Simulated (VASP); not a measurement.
# SnTe (F-43m) in VASP: a series of runs

The runs below take SnTe through evGW0 quasiparticle levels, Born charges and dielectric tensor, with PBE, PBEsol.

Program: VASP 6.6.1. These are calculated values, not measurements. Logs are shortened: lines on timing, memory, paths and dates and some standing lists are left out, and cuts for length are marked.

### 1 The structure

Symmetry: F-43m, No. 216, cubic system. Conventional cell: a = 7.222 Å, b = 7.222 Å, c = 7.222 Å, α = 90.00°, β = 90.00°, γ = 90.00°. Te (site symmetry -43m) has 4 Sn at 3.13 Å as nearest neighbours. Around Sn (site symmetry -43m) lie 4 Te at 3.13 Å.

Measurements of this composition are mostly on another form, of space group No. 225.

### 2 EvGW0 quasiparticle levels, PBE

POSCAR

```
SnTe
1.0
    0.0000000000      3.6111460000      3.6111460000
    3.6111460000      0.0000000000      3.6111460000
    3.6111460000      3.6111460000      0.0000000000
Te Sn
1 1
Direct
    0.2500000000      0.2500000000      0.2500000000
    0.0000000000      0.0000000000      0.0000000000
```

INCAR.step1

```
PREC = Accurate
ENCUT = 500
EDIFF = 1E-8
ISMEAR = 0
SIGMA = 0.01
LREAL = F
LASPH = T
NELM = 100
ALGO = Normal
LWAVE = T
LCHARG = F
GGA = PE
```

INCAR.step2

```
PREC = Accurate
ENCUT = 500
EDIFF = 1E-8
ISMEAR = 0
SIGMA = 0.01
LREAL = F
LASPH = T
NELM = 1
ALGO = Exact
LWAVE = T
LCHARG = F
GGA = PE
NBANDS = 614
LOPTICS = T
ISTART = 1
```

INCAR.step3

```
PREC = Accurate
ENCUT = 500
EDIFF = 1E-8
ISMEAR = 0
SIGMA = 0.01
LREAL = F
LASPH = T
ALGO = EVGW0
LWAVE = F
LCHARG = F
GGA = PE
NELMGW = 4
NBANDS = 614
ENCUTGW = 200
NOMEGA = 48
PRECFOCK = Fast
ISTART = 1
NBANDSGW = 18
```

KPOINTS

```
regular mesh
0
Gamma
  3 3 3
```

Potentials or basis: VASP PAW PBE potentials, release 64 (Te_GW, Sn_d_GW).

Launch:

```console
$ cat potpaw_PBE.64/Te_GW/POTCAR potpaw_PBE.64/Sn_d_GW/POTCAR > POTCAR
$ cp INCAR.step1 INCAR
$ mpirun -np 1 vasp_std > vasp.out
$ cp INCAR.step2 INCAR
$ mpirun -np 1 vasp_std > vasp.out
$ cp INCAR.step3 INCAR
$ mpirun -np 1 vasp_std > vasp.out
```

OUTCAR:

```text
PREC = Accurate
   ENCUT = 500
   EDIFF = 1E-8
   ISMEAR = 0
   LREAL = F
   LASPH = T
   GGA = PE
   NELMGW = 4
   ENCUTGW = 200
   PRECFOCK = Fast
   ISTART = 1

 ion  position               nearest neighbor table
   1  0.250  0.250  0.250-   2 3.13   2 3.13   2 3.13   2 3.13
   2  0.000  0.000  0.000-   1 3.13   1 3.13   1 3.13   1 3.13

  LATTYP: Found a face centered cubic cell.
 ALAT       =     7.2222920000

  Lattice vectors:

 A1 = (   0.0000000000,   3.6111460000,   3.6111460000)
 A2 = (   3.6111460000,   0.0000000000,   3.6111460000)
 A3 = (   3.6111460000,   3.6111460000,   0.0000000000)

Analysis of symmetry for initial positions (statically):
=====================================================================
 Subroutine PRICEL returns:
 Original cell was already a primitive cell.

 Routine SETGRP: Setting up the symmetry group for a
 face centered cubic supercell.

 Subroutine GETGRP returns: Found 24 space group operations
 (whereof 24 operations were pure point group operations)
 out of a pool of 48 trial point group operations.

The static configuration has the point symmetry T_d .

Analysis of symmetry for dynamics (positions and initial velocities):
=====================================================================
 Subroutine PRICEL returns:
 Original cell was already a primitive cell.

 Routine SETGRP: Setting up the symmetry group for a
 face centered cubic supercell.

 Subroutine GETGRP returns: Found 24 space group operations
 (whereof 24 operations were pure point group operations)
 out of a pool of 48 trial point group operations.

The dynamic configuration has the point symmetry T_d .

 Subroutine INISYM returns: Found 24 space group operations
 (whereof 24 operations are pure point group operations),
 and found     1 'primitive' translations

----------------------------------------------------------------------------------------

                                     Primitive cell

  volume of cell :      94.1814

  direct lattice vectors                    reciprocal lattice vectors
     0.000000000  3.611146000  3.611146000    -0.138460201  0.138460201  0.138460201
     3.611146000  0.000000000  3.611146000     0.138460201 -0.138460201  0.138460201
     3.611146000  3.611146000  0.000000000     0.138460201  0.138460201 -0.138460201

  length of vectors
     5.106931649  5.106931649  5.106931649     0.239820102  0.239820102  0.239820102

  position of ions in fractional coordinates (direct lattice)
     0.250000000  0.250000000  0.250000000
     0.000000000  0.000000000  0.000000000

  ion indices of the primitive-cell ions
   primitive index   ion index
                 1           1
                 2           2

----------------------------------------------------------------------------------------

 KPOINTS: regular mesh

Automatic generation of k-mesh.
 Grid dimensions read from file:
 generate k-points for:    3    3    3

 Generating k-lattice:

  Cartesian coordinates                     Fractional coordinates (reciprocal lattice)
    -0.046153400  0.046153400  0.046153400     0.333333333  0.000000000  0.000000000
     0.046153400 -0.046153400  0.046153400     0.000000000  0.333333333  0.000000000
     0.046153400  0.046153400 -0.046153400     0.000000000  0.000000000  0.333333333

  Length of vectors
     0.079940034  0.079940034  0.079940034

  Shift w.r.t. Gamma in fractional coordinates (k-lattice)
     0.000000000  0.000000000  0.000000000

 Subroutine IBZKPT returns following result:
 ===========================================

 Found      4 irreducible k-points:

 Following reciprocal coordinates:
            Coordinates               Weight
  0.000000  0.000000  0.000000      1.000000
  0.333333  0.000000  0.000000      8.000000
  0.333333  0.333333  0.000000      6.000000
 -0.333333  0.333333  0.000000     12.000000
   k-points           NKPTS =      4   k-points in BZ     NKDIM =     27   number of bands    NBANDS=    614
   number of dos      NEDOS =    301   number of ions     NIONS =      2
   total plane-waves  NPLWV =  64000
   dimension x,y,z NGX =    40 NGY =   40 NGZ =   40
   dimension x,y,z NGXF=    80 NGYF=   80 NGZF=   80
   ions per type =               1   1
   NGX,Y,Z   is equivalent  to a cutoff of  13.02, 13.02, 13.02 a.u.
   NGXF,Y,Z  is equivalent  to a cutoff of  26.04, 26.04, 26.04 a.u.
 SYSTEM =  unknown system
   PREC   = accura    normal or accurate (medium, high low for compatibility)
   ISTART =      1    job   : 0-new  1-cont  2-samecut
   ICHARG =      0    charge: 1-file 2-atom 10-const
   ISPIN  =      1    spin polarized calculation?
   LNONCOLLINEAR =      F non collinear calculations
   LSORBIT =      F    spin-orbit coupling
   LASPH  =      T    aspherical Exc in radial PAW
   ENCUT  =  500.0 eV  36.75 Ry    6.06 a.u.   9.31  9.31  9.31*2*pi/ulx,y,z
   NELM   =     60;   NELMIN=  2; NELMDL=  0     # of ELM steps
   EDIFF  = 0.1E-07   stopping-criterion for ELM
   LREAL  =      F    real-space projection
   EDIFFG = 0.1E-06   stopping-criterion for IOM
   NSW    =      0    number of steps for IOM
   IBRION =     -1    ionic relax: 0-MD 1-quasi-New 2-CG
   NFREE  =      0    steps in history (QN), initial steepest desc. (CG)
   ISIF   =      0    stress and relaxation
   ISYM   =      3    0-nonsym 1-usesym 2-fastsym
   POTIM  = 0.5000    time-step for ionic-motion
   TEBEG  =    0.0;   TEEND  =   0.0 temperature during run
   PSTRESS=    0.0 pullay stress
   NELECT =      20.0000    total number of electrons
   NUPDOWN=      -1.0000    fix difference up-down
   EMIN   =  10.00;   EMAX   =-10.00  energy-range for DOS
   EFERMI =   0.00;   METHOD = LEGACY
   ISMEAR =     0;   SIGMA  =   0.01  broadening in eV -4-tet -1-fermi 0-gaus
   EFERMI_NEDOS =   21; number of points for ismear=-14 and -15
   IALGO  =     38    algorithm
   IMIX   =      4    mixing-type and parameters
     AMIX     =   0.40;   BMIX     =  1.00
     AMIX_MAG =   1.60;   BMIX_MAG =  1.00
  volume/ion in A,a.u.               =      47.09       317.78
  Fermi-wavevector in a.u.,A,eV,Ry     =   0.976704  1.845704 12.979296  0.953951
  Thomas-Fermi vector in A             =   2.107344
   LORBIT       =      0    0 simple, 1 ext, 2 COOP (PROOUT), +10 PAW based schemes
   GGA     = PE    functional components
   LHFCALC =     T    Hartree Fock is set to
   PRECFOCK=fast      Normal, Fast or Accurate (Low or Medium for compatibility)
   ENCUT4O =  -1.0   cutoff for four orbital integrals eV
   NKREDX  =     1    reduce k-point grid by
   NKREDY  =     1    reduce k-point grid by
   NKREDZ  =     1    reduce k-point grid by
   AEXX    =    1.0000 exact exchange contribution
   HFSCREEN=    0.0000 screening length (either q_TF or 0.3 A-1)
   HFSCREENC=   0.0000 screening length for correlation (either q_TF or 0.3 A-1)
   ENCUTFOCK=  -1.0 apply spherical cutoff to Coloumb kernel
   IVDW    =     0    specifies the selected vdW correction
   LEPSILON=     F    determine dielectric tensor
   LRPA    =     F    only Hartree local field effects (RPA)
   LRPAFORCE           =     F    calculate RPA forces
   ENCUTGW             = 200.0    cutoff for response function in eV
   ENCUTGWSOFT         = 160.0    soft cutoff for Coulomb kernel in GW response function in eV
   ENCUTLF             =  -1.0    cutoff for local field effects
   NELMGW              =     4    number of iterations in solving QP/BSE equation
   NELMHF              =     1    number of iterations in the inner HF iteration
   NKREDLFX            =     1    NKREDLFY  =   1   NKREDLFZ  =   1
 non-spin polarized calculation
 Gauss-broadening in eV      SIGMA  =   0.01
  energy-cutoff  :      500.00
  volume of cell :       94.18
 maximum number of plane-waves:      2421
 NGX is ok and might be reduce to    40
  NGX = 20; NGY = 20; NGZ = 20
   NGX = 19   NGY = 19   NGZ = 19
 maximum number of plane-waves:       612

 QP shifts <psi_nk| G(iteration)W_0 |psi_nk>: iteration 1
 for sc-GW calculations column KS-energies equals QP-energies in previous step
 and V_xc(KS)=  KS-energies - (<T + V_ion + V_H > + <T+V_H+V_ion>^1  + <V_x>^1)

 k-point   1 :       0.0000    0.0000    0.0000
  band No.  KS-energies  QP-energies   sigma(KS)   V_xc(KS)     V^pw_x(r,r')   Z            occupation Imag(sigma)

      1     -19.3502     -21.7146     -21.3076     -17.5161     -27.0666       0.6236       2.0000       0.1957
      2     -19.3502     -21.7146     -21.3076     -17.5161     -27.0666       0.6236       2.0000       0.1957
      3     -19.3502     -21.7146     -21.3076     -17.5161     -27.0666       0.6236       2.0000       0.1957
      4     -19.3414     -21.6890     -21.2999     -17.5189     -27.0515       0.6209       2.0000       0.1802
      5     -19.3414     -21.6890     -21.2999     -17.5189     -27.0515       0.6209       2.0000       0.1802
      6      -9.0960      -9.4044     -11.3181     -10.7965     -16.9978       0.5912       2.0000       0.9794
[... 10 lines left out ...]
     17      10.0915       9.8695      -6.3457      -6.0475      -1.7757       0.7445       0.0000      -0.4819
     18      10.0915       9.8695      -6.3457      -6.0475      -1.7757       0.7445       0.0000      -0.4819

 k-point   2 :       0.3333    0.0000    0.0000
  band No.  KS-energies  QP-energies   sigma(KS)   V_xc(KS)     V^pw_x(r,r')   Z            occupation Imag(sigma)

      1     -19.3498     -21.7191     -21.3038     -17.5166     -27.0647       0.6256       2.0000       0.1961
      2     -19.3498     -21.7191     -21.3038     -17.5166     -27.0647       0.6256       2.0000       0.1961
      3     -19.3498     -21.7191     -21.3038     -17.5166     -27.0647       0.6256       2.0000       0.1961
      4     -19.3413     -21.7189     -21.3007     -17.5192     -27.0522       0.6288       2.0000       0.1806
      5     -19.3413     -21.7189     -21.3007     -17.5192     -27.0522       0.6288       2.0000       0.1806
      6      -8.7201      -9.0881     -11.5888     -10.9881     -16.9692       0.6127       2.0000       0.9397
[... 10 lines left out ...]
     17       9.8240       9.5876      -7.0316      -6.7089      -2.3381       0.7327       0.0000      -0.4770
     18      12.2587      12.2510      -7.9655      -7.9552      -2.8886       0.7531       0.0000      -0.6864

 k-point   3 :       0.3333    0.3333    0.0000
  band No.  KS-energies  QP-energies   sigma(KS)   V_xc(KS)     V^pw_x(r,r')   Z            occupation Imag(sigma)
[... 271 lines left out ...]
      1     -22.8779     -22.9908     -21.2173      -1.8414     -27.0601       0.6248       2.0000       0.1569
      2     -22.8779     -22.9867     -21.2238      -1.8282     -27.0666       0.6248       2.0000       0.1569
      3     -22.8779     -22.9867     -21.2238      -1.8282     -27.0666       0.6248       2.0000       0.1569
      4     -22.8614     -22.9726     -21.2163      -1.8224     -27.0511       0.6271       2.0000       0.1394
      5     -22.8614     -22.9726     -21.2163      -1.8224     -27.0511       0.6271       2.0000       0.1394
      6      -9.1898      -9.2100     -11.7049       2.4825     -16.9610       0.6200       2.0000       0.8811
[... 10 lines left out ...]
     17      11.8585      11.8575      -8.4102      20.2673      -3.1899       0.7577       0.0000      -0.7560
     18      11.8585      11.8575      -8.4102      20.2673      -3.1899       0.7577       0.0000      -0.7560

 k-point   4 :      -0.3333    0.3333    0.0000
  band No. old QP-enery  QP-energies   sigma(KS)   T+V_ion+V_H  V^pw_x(r,r')   Z            occupation Imag(sigma)

      1     -22.8769     -22.9908     -21.2182      -1.8399     -27.0609       0.6285       2.0000       0.1573
      2     -22.8769     -22.9864     -21.2226      -1.8286     -27.0653       0.6285       2.0000       0.1573
      3     -22.8769     -22.9864     -21.2226      -1.8286     -27.0653       0.6285       2.0000       0.1573
      4     -22.8630     -22.9727     -21.2161      -1.8223     -27.0516       0.6254       2.0000       0.1396
      5     -22.8630     -22.9727     -21.2161      -1.8223     -27.0516       0.6254       2.0000       0.1396
      6      -9.0242      -9.0439     -11.8325       2.7770     -16.9729       0.6281       2.0000       0.8693
[... 10 lines left out ...]
     17      11.2045      11.2030      -6.6122      17.8148      -1.8589       0.7583       0.0000      -0.5684
     18      12.0847      12.0835      -7.2559      19.3390      -2.2895       0.7461       0.0000      -0.6192
```

Wall time 58 min (1 thread of AMD EPYC 7R43 (Zen 3), shared host); peak memory 1.4 GiB.

What came out:

- Band gap on the k mesh, mean-field level: 0.82 eV, indirect (least direct gap 0.98 eV)
- Quasiparticle gap: 1.38 eV
- Least direct quasiparticle gap: 1.61 eV

Levels at points of the mesh, in eV from the valence-band top:
```tsv
k point	band 8	band 9	band 10	band 11	band 12	band 13
(0.00, 0.00, 0.00)	-1.37	-1.37	-1.37	1.60	1.60	1.60
```

Quasiparticle gap after each update of the energies (eV): 1.29, 1.37, 1.38, 1.38

Caveat: the k mesh is coarse (spacing up to 0.50 Å⁻¹), so the values aren't converged; bands, screening cutoff and mesh are small and nothing is extrapolated, so the quasiparticle values aren't converged; spin-orbit coupling is left out, which moves the levels of the heavy elements; an odd mesh through Γ misses points on the zone boundary, where band edges often lie.

### 3 EvGW0 quasiparticle levels, PBEsol

POSCAR is that of step 2.

INCAR.step1

```
ALGO = Normal
EDIFF = 1E-8
ENCUT = 500
GGA = PS
ISMEAR = 0
KPAR = 4
LASPH = True
LCHARG = False
LREAL = False
LWAVE = True
NELM = 60
PREC = Accurate
SIGMA = 0.01
```

INCAR.step2

```
ALGO = Exact
EDIFF = 1E-8
ENCUT = 500
GGA = PS
ISMEAR = 0
ISTART = 1
KPAR = 4
LASPH = True
LCHARG = False
LOPTICS = True
LREAL = False
LWAVE = True
NBANDS = 291
NELM = 1
PREC = Accurate
SIGMA = 0.01
```

INCAR.step3

```
ALGO = EVGW0
EDIFF = 1E-8
ENCUT = 500
ENCUTGW = 120
GGA = PS
ISMEAR = 0
ISTART = 1
KPAR = 4
LASPH = True
LCHARG = False
LREAL = False
LWAVE = False
NBANDS = 291
NBANDSGW = 18
NELMGW = 4
NOMEGA = 50
PREC = Accurate
PRECFOCK = Fast
SIGMA = 0.01
```

KPOINTS

```
k-points
0
Gamma
  4 4 4
```

Potentials or basis: VASP PAW PBE potentials, release 64 (Te_GW, Sn_d_GW).

Launch:

```console
$ cat potpaw_PBE.64/Te_GW/POTCAR potpaw_PBE.64/Sn_d_GW/POTCAR > POTCAR
$ cp INCAR.step1 INCAR
$ mpirun -np 4 vasp_std > vasp.out
$ cp INCAR.step2 INCAR
$ mpirun -np 4 vasp_std > vasp.out
$ cp INCAR.step3 INCAR
$ mpirun -np 4 vasp_std > vasp.out
```

OUTCAR:

```text
EDIFF = 1E-8
   ENCUT = 500
   ENCUTGW = 120
   GGA = PS
   ISMEAR = 0
   ISTART = 1
   LASPH = True
   LREAL = False
   NELMGW = 4
   PREC = Accurate
   PRECFOCK = Fast

 ion  position               nearest neighbor table
   1  0.250  0.250  0.250-   2 3.13   2 3.13   2 3.13   2 3.13
   2  0.000  0.000  0.000-   1 3.13   1 3.13   1 3.13   1 3.13

  LATTYP: Found a face centered cubic cell.
 ALAT       =     7.2222920000

  Lattice vectors:

 A1 = (   0.0000000000,   3.6111460000,   3.6111460000)
 A2 = (   3.6111460000,   0.0000000000,   3.6111460000)
[... 152 lines left out ...]
   ENCUTGWSOFT         =  96.0    soft cutoff for Coulomb kernel in GW response function in eV
   ENCUTLF             =  -1.0    cutoff for local field effects
   NELMGW              =     4    number of iterations in solving QP/BSE equation
   NELMHF              =     1    number of iterations in the inner HF iteration
   NKREDLFX            =     1    NKREDLFY  =   1   NKREDLFZ  =   1
 non-spin polarized calculation
 Gauss-broadening in eV      SIGMA  =   0.01
  energy-cutoff  :      500.00
  volume of cell :       94.18
 maximum number of plane-waves:      2421
 NGX is ok and might be reduce to    40
  NGX = 24; NGY = 24; NGZ = 24
   NGX = 19   NGY = 19   NGZ = 19
 maximum number of plane-waves:       290
 NGX is ok and might be reduce to    24

 QP shifts <psi_nk| G(iteration)W_0 |psi_nk>: iteration 1
 for sc-GW calculations column KS-energies equals QP-energies in previous step
 and V_xc(KS)=  KS-energies - (<T + V_ion + V_H > + <T+V_H+V_ion>^1  + <V_x>^1)

 k-point   1 :       0.0000    0.0000    0.0000
  band No.  KS-energies  QP-energies   sigma(KS)   V_xc(KS)     V^pw_x(r,r')   Z            occupation Imag(sigma)

      1     -19.3691     -21.5826     -21.0397     -17.4688     -27.0533       0.6199       2.0000       0.4704
      2     -19.3691     -21.5826     -21.0397     -17.4688     -27.0533       0.6199       2.0000       0.4704
      3     -19.3691     -21.5826     -21.0397     -17.4688     -27.0533       0.6199       2.0000       0.4704
      4     -19.3597     -21.5564     -21.0317     -17.4709     -27.0367       0.6169       2.0000       0.4431
      5     -19.3597     -21.5564     -21.0317     -17.4709     -27.0367       0.6169       2.0000       0.4431
      6      -9.2017      -9.2257     -10.9551     -10.9140     -16.9848       0.5816       2.0000       1.0141
[... 685 lines left out ...]
      4     -22.7065     -22.8226     -21.0038      -1.8888     -27.0377       0.6239       2.0000       0.2787
      5     -22.7065     -22.8226     -21.0038      -1.8888     -27.0377       0.6239       2.0000       0.2787
      6      -8.6313      -8.6412     -11.5454       2.8980     -16.9797       0.6169       2.0000       0.8332
[... 10 lines left out ...]
     17      10.3146      10.3140      -7.9367      18.2505      -3.0654       0.7282       0.0000      -0.4503
     18      12.8952      12.8948      -7.3185      20.2132      -2.2516       0.7345       0.0000      -0.6527
```

OUTCAR.step1:

```text
EDIFF = 1E-8
   ENCUT = 500
   GGA = PS
   ISMEAR = 0
   LASPH = True
[... 339 lines left out ...]
 -----------------------------------------------------------------------------------
      1.80557      1.80557      1.80557         0.000000     -0.000000      0.000000
      0.00000      0.00000      0.00000        -0.000000      0.000000     -0.000000
 -----------------------------------------------------------------------------------
    total drift:                               -0.000000     -0.000000     -0.000000

  FREE ENERGIE OF THE ION-ELECTRON SYSTEM (eV)
  ---------------------------------------------------
  free  energy   TOTEN  =        -7.6174297949 eV

  energy  without entropy=       -7.6173940320  energy(sigma->0) =       -7.61741191
```

Run time: 18 min. Hardware: 4 MPI ranks of Intel Xeon Platinum 8488C (Sapphire Rapids), shared host; peak memory 1.3 GiB.

What came out:

* Band gap on the k mesh, mean-field level: 0.03 eV, indirect (least direct gap 0.76 eV)
* Quasiparticle gap: 0.37 eV
* Least direct quasiparticle gap: 1.18 eV

Levels at points of the mesh, in eV from the valence-band top:
```tsv
k point	band 8	band 9	band 10	band 11	band 12	band 13
(0.00, 0.00, 0.00)	-1.96	-1.96	-1.96	0.96	0.96	0.96
(0.50, 0.00, 0.00)	-2.49	-2.49	-2.10	1.76	1.76	3.34
(0.50, 0.50, 0.00)	-3.15	-3.15	-0.72	0.03	3.84	3.84
```

Quasiparticle gap after each update of the energies (eV): 0.33, 0.36, 0.37, 0.37

Caveat: bands, screening cutoff and mesh are small and nothing is extrapolated, so the quasiparticle values aren't converged; spin-orbit coupling is left out, which moves the levels of the heavy elements.

[end of part 1 of 2]
